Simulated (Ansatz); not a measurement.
**CdTe (F-43m): compression over a wide range**

The task here is to estimate one member of a computed series from the others.

The COD entry's cell or inner coordinates are ideal or old and differ from later refinements, so a difference from it is no clean test against experiment.

Method: DFT PBEsol, scalar-relativistic, plane waves, PAW, in Ansatz 0.2.0.

## The structure to begin with

The structure is cubic, space group F-43m (No. 216). Conventional cell: a = 6.489 Å, b = 6.489 Å, c = 6.489 Å, α = 90.00°, β = 90.00°, γ = 90.00°. Cd (site symmetry -43m) is surrounded by 4 Te at 2.81 Å. Around Te (site symmetry -43m) lie 4 Cd at 2.81 Å.

As a file:

```
Cd Te
1.0
     0.00000    3.24450    3.24450
     3.24450    0.00000    3.24450
     3.24450    3.24450    0.00000
Cd Te
1 1
Direct
  0.00000 0.00000 0.00000
  0.25000 0.25000 0.25000
```

This cell comes from an earlier session at PBEsol: 34.154 Å³/atom at 0.00 GPa, on a 10×10×10 mesh.

Set-up of the first run:

input.yaml reads:

```yaml
crystal:
  lattice:
    - [0.0, 3.2006526141, 3.2006526141]
    - [3.2006526141, 0.0, 3.2006526141]
    - [3.2006526141, 3.2006526141, 0.0]
  atoms:
    - { symbol: Cd, position: [0.0, 0.0, 0.0] }
    - { symbol: Te, position: [0.25, 0.25, 0.25] }
basis:
  ecutwfc: 420
  ecutrho_ratio: 4
kpoints:
  mp_grid: { grid: [10, 10, 10] }
hamiltonian:
  xc: pbesol
scf:
  occupations: { method: gaussian, width: 0.05 }
output:
  forces: true
  stress: true
  eigenvalues: true
```

On the command line:

```sh
> ansatz run input.yaml --threads 1 --pin off --max-ram 2560MiB --backend cpu --events-out ev --progress --plain --runs-dir out
```

Among the steps run: Volume × 0.96; Volume × 1.04; Volume × 0.92; Volume × 0.88; Volume × 0.84; Volume × 0.8.

One table of the session follows, with a row left open; its other results are not shown here.

It belongs to the step «The curve». 

| volume (Å³/atom) | energy above the lowest (meV/atom) | pressure (GPa) | gap on the mesh (eV) |
| --- | --- | --- | --- |
| 27.323 | 271.1 | 15.8 | 1.32 |
| 28.690 | 158.0 | 11.0 | 1.17 |
| 30.056 | ? | ? | ? |
| 31.422 | 33.2 | 4.2 | 0.90 |
| 32.788 | 7.7 | 1.9 | 0.77 |
| 34.154 | 0.0 | 0.0 | 0.65 |
| 35.520 | 6.5 | -1.5 | 0.54 |

**Question.** Estimate the row for volume (Å³/atom) = 30.056.

Worked estimate for «energy above the lowest (meV/atom)». A straight line through the neighbours (28.690, 158.0) and (31.422, 33.2) gives 158.0 + (33.2 − 158.0) × (30.056 − 28.690) / (31.422 − 28.690) = 95.6; a parabola fitted to 4 rows on both sides gives 81.0.

The run gave: energy above the lowest (meV/atom): 81.3; pressure (GPa): 7.2; gap on the mesh (eV): 1.03. In «energy above the lowest (meV/atom)» the line misses by +14.3 and the parabola by -0.3.

To keep in mind: Other structures may be lower in enthalpy at these pressures.
